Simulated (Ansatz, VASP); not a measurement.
**Au in VASP and in Ansatz**

Contents of INCAR:

```
ALGO = Normal
EDIFF = 1E-7
ENCUT = 520
GGA = PE
ISIF = 2
ISMEAR = 0
LASPH = T
LCHARG = T
LELF = T
LREAL = F
LVHAR = T
LWAVE = F
NBANDS = 18
NELM = 80
PREC = Accurate
SIGMA = 0.1
```

File KPOINTS:

```
k-points
0
Gamma
  18 18 10
```

Contents of POSCAR:

```
Au
1.0
    2.8515288086      0.0000000000      0.0000000000
   -1.4257644043      2.4694963879      0.0000000000
    0.0000000000      0.0000000000      4.2487842542
Au
2
Direct
    0.3333333333      0.6666666667      0.2500000000
    0.6666666667      0.3333333333      0.7500000000
```

Input for Ansatz:

```yaml
crystal:
  lattice:
    - [2.8515288086, 0.0, 0.0]
    - [-1.4257644043, 2.4694963879, 0.0]
    - [0.0, 0.0, 4.2487842542]
  atoms:
    - { symbol: Au, position: [0.3333333333, 0.6666666667, 0.25] }
    - { symbol: Au, position: [0.6666666667, 0.3333333333, 0.75] }
basis:
  ecutwfc: 420
kpoints:
  mp_grid: { grid: [18, 18, 10] }
hamiltonian:
  xc: pbe
scf:
  occupations: { method: gaussian, width: 0.1 }
output:
  forces: true
  stress: true
  eigenvalues: true
```

Alike in both runs: task single point; functional PBE; k mesh 18 × 18 × 10; occupations gaussian, width 0.1 eV; no spin polarisation.

|  | VASP | Ansatz |
| --- | --- | --- |
| version | VASP 6.6.1 | Ansatz 0.2.0 |
| potentials or method | VASP PAW PBE potentials, release 64 (Au) | scalar-relativistic, plane waves, PAW |
| plane-wave cutoff (eV) | 520 | 420 |
| valence electrons in the cell | 22 | 38 |

Ansatz gave:

- gap on the k mesh at the Fermi level (eV): none
- pressure (GPa): 46.9
- largest component of the traceless stress (GPa): 14.92

Task: What did VASP give for the same quantities?

Result: gap on the k mesh at the Fermi level (eV): none; pressure (GPa): 46.4; largest component of the traceless stress (GPa): 14.83.

A gap of «none» marks a metal or a gap that the smearing closes. The two sets of potentials don't hold the same shells in valence.

Caveats: so large a pressure means that the cell lies far from this level's equilibrium, or that cutoff or potentials fall short (VASP). The runs have no spin-orbit coupling, so splittings on Au are missing.
